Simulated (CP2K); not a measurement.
## Pb under changes of volume

One of the cells (29.314 Å³/atom); the others are scaled copies at fixed shape and fractional positions:

```
CELL_PARAMETERS angstrom
3.48000 0.00000 0.00000
-1.74000 3.01377 0.00000
0.00000 0.00000 5.59000
ATOMIC_POSITIONS crystal
Pb 0.66667 0.33333 0.75000
Pb 0.33333 0.66667 0.25000
```

This isn't the form of Pb at room conditions, which is fcc.

```yaml
Program: CP2K 2026.2
Functional: PBEsol
Potentials_or_basis: POTENTIAL_UZH Pb GTH-PBE-q4; TZVP-MOLOPT-PBE-GTH basis
Density_cutoff: 6123 eV
k_mesh: 9 × 9 × 5
Occupations: fermi-dirac, width 0.05 eV
Spin: no spin polarisation
```

```csv
volume (Å³/atom),energy over the lowest point (meV/atom),pressure (GPa)
27.555,101.39,8.9
28.141,71.68,7.3
28.727,47.80,5.8
29.314,29.18,4.4
29.900,15.32,3.2
30.486,?,?
31.073,0.00,1.1
```

Q: What does the run at 30.486 Å³/atom give?

A: Energy over the lowest point 5.74 meV/atom; pressure 2.1 GPa.

Worked out: A Birch-Murnaghan fit of order 3 (a polynomial in V^(-2/3)) to the other rows has its minimum at 31.78 Å³/atom, just outside them, with B0 = V·E''(V) = 46 GPa and B' = 4.5 at fixed shape and positions, which overstates the stiffness. It gives 5.74 meV/atom at 30.486 Å³/atom, against the run's 5.74, and -dE/dV = 2.1 GPa, against 2.1.

Energies are extrapolated to zero smearing.

Caveats: the potentials were made for another functional, which shifts forces and pressure; the basis of atomic orbitals isn't converged, which shifts pressures, moduli and gaps.
